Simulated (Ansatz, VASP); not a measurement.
## One calculation of AlN, two programs

INCAR

```
  PREC = Accurate
  ENCUT = 520
  EDIFF = 1E-6
  ISMEAR = 0
  SIGMA = 0.05
  LREAL = False
  LASPH = True
  NELM = 80
  ALGO = Normal
  ISIF = 2
  LWAVE = False
  LCHARG = False
  GGA = PE
  NBANDS = 16
```

Contents of KPOINTS:

```
regular mesh
0
Gamma
  6 6 6
```

POSCAR

```
AlN
1.0
    0.0000000000     -2.2015682416     -2.2015682416
   -2.2015682416      0.0000000000     -2.2015682416
    2.2015682416      2.2015682416     -4.4031364832
Al N
2 2
Direct
   -0.0107768449      0.0335699681     -0.0026527651
    0.5054713147      0.4611245018      0.4973472349
    0.3728304087      0.4125673888      0.8801099938
    0.8873895789      0.8476525987      0.3801099938
```

Input for Ansatz:

```yaml
crystal:
  lattice:
    - [0.0, -2.2015682416, -2.2015682416]
    - [-2.2015682416, 0.0, -2.2015682416]
    - [2.2015682416, 2.2015682416, -4.4031364832]
  atoms:
    - { symbol: Al, position: [-0.0107768449, 0.0335699681, -0.0026527651] }
    - { symbol: Al, position: [0.5054713147, 0.4611245018, 0.4973472349] }
    - { symbol: "N", position: [0.3728304087, 0.4125673888, 0.8801099938] }
    - { symbol: "N", position: [0.8873895789, 0.8476525987, 0.3801099938] }
basis:
  ecutwfc: 520.0
kpoints:
  mp_grid: { grid: [6, 6, 6] }
hamiltonian:
  xc: pbe
scf:
  occupations: { method: gaussian, width: 0.05 }
output:
  forces: true
  stress: true
  eigenvalues: true
```

Change from the starting cell: mode 4 frozen in at -0.102 Å and mode 10 at -0.045 Å (largest displacements).

Alike in both runs: task single point; functional PBE; k mesh 6 × 6 × 6; occupations gaussian, width 0.05 eV; no spin polarisation.

|  | VASP | Ansatz |
| --- | --- | --- |
| version | VASP 6.6.1 | Ansatz 0.2.0 |
| potentials or method | VASP PAW PBE potentials, release 64 (Al, N) | scalar-relativistic, plane waves, PAW |
| plane-wave cutoff (eV) | 520 | 520 |
| valence electrons in the cell | 16 | 16 |

```tsv
	VASP	Ansatz	Ansatz less VASP
gap on the k mesh at the Fermi level (eV)	3.09	3.10	+0.007
least direct gap on the mesh (eV)	3.59	3.60	+0.005
pressure (GPa)	0.1	0.3	+0.26
largest component of the traceless stress (GPa)	3.98	3.96	-0.016
rms of the force components (eV/Å)	0.606	0.604	-0.0015
```

Atom by atom the forces differ by 0.002 eV/Å (rms over components).

Caveats: forces of over 1 eV/Å show positions far from the minimum, so gaps and moduli don't describe the material at rest. A k mesh can miss the band edges.
